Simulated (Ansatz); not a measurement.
## BP: equation of state with LDA

**What was measured.**

From “Equation of state of single-crystal cubic boron phosphide”, 2014, arxiv:1407.1677, for a bulk crystal of BP at 300 K: bulk modulus 179 ± 1 GPa.

Crystal: BP.

```
P B
1.0
     0.00000    2.26900    2.26900
     2.26900    0.00000    2.26900
     2.26900    2.26900    0.00000
P B
1 1
Direct
  0.75000 0.75000 0.75000
  0.00000 0.00000 0.00000
```

```yaml
Program: Ansatz 0.2.0
Task: equation of state
Functional: LDA
Potentials_or_basis: JTH PAW LDA
Cutoff: 870 eV
Density_cutoff: 4350 eV
k_mesh: 10 × 10 × 10
Occupations: fermi-dirac, width 0.05 eV
Spin: no spin polarisation
```

| Item | Value |
| --- | --- |
| Equilibrium volume | 11.31 Å³/atom |
| Bulk modulus | 176 GPa |
| Pressure derivative of the bulk modulus | 3.8 |

Energy against volume, from the lowest point:
```tsv
volume (Å³/atom)	energy (meV/atom)
10.981	5.14
11.214	0.00
11.448	0.39
11.682	5.79
11.915	15.73
12.149	29.78
12.383	47.56
```

All runs of the series together: 15 s on 2 threads of Arm Neoverse V1, with other jobs on the host.

Against the measured bulk modulus of BP, 179 GPa (300 K; “Equation of state of single-crystal cubic boron phosphide”, 2014, arxiv:1407.1677), the calculated 176 GPa is off by -1.7 %. 3 values of this kind are on record (173 to 179 GPa); this one was drawn at random among those near their median, those with a stated uncertainty first. The fit is for a static lattice scaled at fixed shape and fixed fractional positions.

LDA usually gives volumes a few per cent too small.
